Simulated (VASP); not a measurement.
Wanted: the native input for a VASP 6.6.1 run.

```yaml
Task: single point
Functional: PBE
Potentials_or_basis: VASP PAW PBE potentials, release 64 (Ga_d)
Cutoff: 520 eV
k_mesh: 13 × 13 × 13
Occupations: fermi-dirac, width 0.05 eV
Spin: no spin polarisation
Further_INCAR_settings: ALGO = Normal; EDIFF = 1e-07; NBANDS = 12
```

The structure of Ga lies in POSCAR:

```
Ga
1.0
   -1.3457430000      1.3674810000      2.2797440000
    1.3853220000     -1.3814100000      2.3117950000
    1.3842630000      1.4199300000     -2.2880880000
Ga
1
Direct
    0.0001720000      0.0118810000      0.0118730000
```

This isn't the form of Ga at room conditions, which is orthorhombic.

The cell isn't the ideal one: cell strained at random at fixed volume.

The input as run:

INCAR

```
SYSTEM = Ga
PREC = Accurate ; ENCUT = 520
EDIFF = 1E-7 ; ISMEAR = -1
SIGMA = 0.05 ; LREAL = .False.
LASPH = .True. ; NELM = 60
ALGO = Normal ; ISIF = 2
LWAVE = .False. ; LCHARG = .False.
GGA = PE ; NBANDS = 12
```

KPOINTS

```
Automatic mesh
0
Gamma
  13 13 13
  0 0 0
```

Potentials or basis: VASP PAW PBE potentials, release 64 (Ga_d).

Command:

```sh
$ cat potpaw_PBE.64/Ga_d/POTCAR > POTCAR
$ mpirun -np 1 vasp_std > vasp.out
```

It gave:

The pressure is 3.8 GPa. The band gap on the k mesh is none (metal or under the smearing width).

It took 86 s on 1 thread of Intel(R) Xeon(R) Platinum 8559C (Emerald Rapids), on a shared host, peak memory 0.32 GiB.
